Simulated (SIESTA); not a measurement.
Si2Ni:

```
CELL_PARAMETERS angstrom
0.00000 2.70300 2.70300
2.70300 0.00000 2.70300
2.70300 2.70300 0.00000
ATOMIC_POSITIONS crystal
Ni 0.00000 0.00000 0.00000
Si 0.75000 0.75000 0.75000
Si 0.25000 0.25000 0.25000
```

Base run:

```yaml
Program: SIESTA 5.4.2
Functional: PBEsol
Potentials_or_basis: PseudoDojo 0.4 standard (PBEsol files)
Basis: DZP (energy shift 0.003 Ry; two zetas on semicore shells)
Grid_cutoff: 800 Ry
Energy_shift: 0.003 Ry
k_mesh: 9 × 9 × 9
Occupations: fermi-dirac, width 0.05 eV
Spin: collinear spin, ferromagnetic start
Starting_moments: "[1.0, 0.0, 0.0] μB"
```

Its results: band gap on the k mesh none (metal or under the smearing width); pressure -0.9 GPa; net moment 0.00 μB per cell.

**Question.** After a change of settings the same cell gave: band gap on the k mesh none (metal or under the smearing width); pressure -4.5 GPa; net moment 0.00 μB per cell. Which change was it?
A. functional from PBEsol to LDA; potentials or basis from PseudoDojo 0.4 standard (PBEsol files) to PseudoDojo 0.4 standard (LDA files)
B. functional from PBEsol to vdW-DF-cx; potentials or basis from PseudoDojo 0.4 standard (PBEsol files) to PseudoDojo 0.4 standard (PBE files)
C. functional from PBEsol to BLYP; potentials or basis from PseudoDojo 0.4 standard (PBEsol files) to PseudoDojo 0.4 standard (PBE files)
D. functional from PBEsol to AM05

**Answer.** A.

Caveats: short orbitals over semicore shells can move pressures by several GPa; the basis of atomic orbitals isn't converged, which shifts pressures, moduli and gaps.

Not every run made on this cell is shown here.
